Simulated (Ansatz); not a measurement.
Input and command of a plane-wave DFT calculation in Ansatz:

```yaml
crystal:
  lattice:
    - [-3.0524380672, 3.0524380672, 2.6214042099]
    - [3.0524380672, -3.0524380672, 2.6214042099]
    - [3.0524380672, 3.0524380672, -2.6214042099]
  atoms:
    - { symbol: Co, position: [0.25, 0.25, 0.0] }
    - { symbol: Co, position: [0.75, 0.75, 0.0] }
    - { symbol: Sn, position: [0.665995846, 0.165995846, 0.831991692] }
    - { symbol: Sn, position: [0.165995846, 0.334004154, 0.5] }
    - { symbol: Sn, position: [0.334004154, 0.834004154, 0.168008308] }
    - { symbol: Sn, position: [0.834004154, 0.665995846, 0.5] }
basis:
  ecutwfc: 420
kpoints:
  mp_grid: { grid: [8, 8, 8] }
hamiltonian:
  xc: pbesol
scf:
  occupations: { method: gaussian, width: 0.1 }
output:
  forces: true
  stress: true
  eigenvalues: true
  write_density: true
  write_potential: true
  elf: true
  volumetric_format: npy
relax:
  adjacent_minimum: "off"
  f_tol: 0.008
  max_steps: 50
  cell: { stress_tol: 0.08, p_target: 12.0 }
```

```bash
ansatz run input.yaml --threads 1 --pin off --max-ram 2560MiB --backend cpu --events-out ev --progress --plain --runs-dir out
```

Processor: AMD EPYC 7R43 64-Core Processor (Zen 3), 1 thread, on a host shared with other jobs.

Task: Estimate time, memory and problem size.

Result: About 2.6 min on 1 thread of AMD EPYC 7R43 64-Core Processor (Zen 3) (shared host), peak memory 0.58 GiB. It solves 54 bands at 59 k points (the mesh reduced by the symmetry that the task leaves, which can be less than the crystal's) with about 1937 plane waves (on the last cell), in 25 SCF iterations over 4 ionic steps.
